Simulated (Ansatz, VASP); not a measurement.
# One calculation of PbS (Galena), two programs

Contents of INCAR:

```
PREC = Accurate
ENCUT = 520
EDIFF = 1E-6
ISMEAR = -1
SIGMA = 0.04
LREAL = F
LASPH = T
NELM = 100
ALGO = Normal
ISIF = 2
LWAVE = F
LCHARG = F
GGA = PE
NBANDS = 17
```

Contents of KPOINTS:

```
Automatic mesh
0
Gamma
  5 5 5
```

The input POSCAR:

```
PbS
1.0
    0.0000000000      2.9657500000      2.9657500000
    2.9657500000      0.0000000000      2.9657500000
    2.9657500000      2.9657500000      0.0000000000
Pb S
1 1
Direct
    0.0000000000      0.0000000000      0.0000000000
    0.5000000000      0.5000000000      0.5000000000
```

The input input.yaml:

```yaml
crystal:
  lattice:
    - [0.0, 2.96575, 2.96575]
    - [2.96575, 0.0, 2.96575]
    - [2.96575, 2.96575, 0.0]
  atoms:
    - { symbol: Pb, position: [0.0, 0.0, 0.0] }
    - { symbol: S, position: [0.5, 0.5, 0.5] }
kpoints:
  mp_grid: { grid: [5, 5, 5] }
scf:
  occupations: { method: fermi_dirac, width: 0.04 }
hamiltonian:
  xc: pbe
  pseudopotentials: { kind: all_electron, lapw: { basis_error: 0.002 } }
output:
  forces: true
  stress: true
  eigenvalues: true
```

Alike in both runs: task single point; functional PBE; k mesh 5 × 5 × 5; occupations fermi-dirac, width 0.04 eV; no spin polarisation.

```csv
,VASP,Ansatz
version,VASP 6.6.1,Ansatz 0.2.0
potentials or method,"VASP PAW PBE potentials, release 64 (Pb_d, S)","all-electron LAPW, scalar-relativistic"
plane-wave cutoff (eV),520,see its input
```

VASP gave:

- gap on the k mesh at the Fermi level (eV): 1.30
- least direct gap on the mesh (eV): 1.30
- pressure (GPa): 1.9

Task: What did Ansatz give for the same quantities?

Result: gap on the k mesh at the Fermi level (eV): 1.30; least direct gap on the mesh (eV): 1.30; pressure (GPa): 2.0.

Ansatz ran all-electron here, so the differences hold the error of VASP's frozen core and of both bases.

The runs have no spin-orbit coupling, so splittings on Pb are missing.
